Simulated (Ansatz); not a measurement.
# TiTe$_{2}$: what symmetry allows forces and stress to be

```
Ti Te
1.0
     3.63181    0.00000    0.00000
    -1.81591    3.50708   -0.09362
     0.00000   -0.18597    6.51619
Ti Te
1 2
Direct
  0.97200 0.00000 0.00000
  0.69280 0.35761 0.26010
  0.33519 0.64239 0.73990
```

Theory: DFT PBEsol, scalar-relativistic, plane waves, PAW (Ansatz 0.2.0).

Plane waves to 420 eV, a k mesh through Γ of 12×12×6 on the computed 3-atom cell and Gaussian smearing (0.10 eV); no spin polarisation.

This distorted cell has space group C2, with 2 operations.

**Question.** Without a calculation: in which directions can each atom feel a force?

**Answer.** A force must be left unchanged by every operation that keeps its atom in place, so it lies in the space that those operations leave fixed. Atoms that the group maps onto each other feel forces of one size.
```
atom site symmetry operations at the site equivalent to atom allowed force (Cartesian)
 Ti1              2                       2                   1   along (1.00, 0.00, 0.00)
 Te2              1                       1                   2              any direction
 Te3              1                       1                   2              any direction
```

That leaves 4 independent force components of 9, tied by 1 condition that the forces sum to zero, so 3 remain. A relaxation in this cell that keeps the symmetry moves the atoms in these directions alone.

**Question.** And the stress tensor?

**Answer.** It must be invariant under the point group, which leaves 4 independent components: xz, xy vanish.

**Question.** Do the computed values obey this?

**Answer.** Yes. Forces (eV/Å):
```
Ti1  0.567  0.000  0.000
Te2 -0.284  0.234 -0.059
Te3 -0.284 -0.234  0.059
```

Stress (GPa, compression positive, xx yy zz yz xz xy): -0.57 -5.83 -0.90 2.38 0.00 0.00. The program imposes the same operations on density, forces and stress, so this confirms the analysis and is no independent test of the calculation.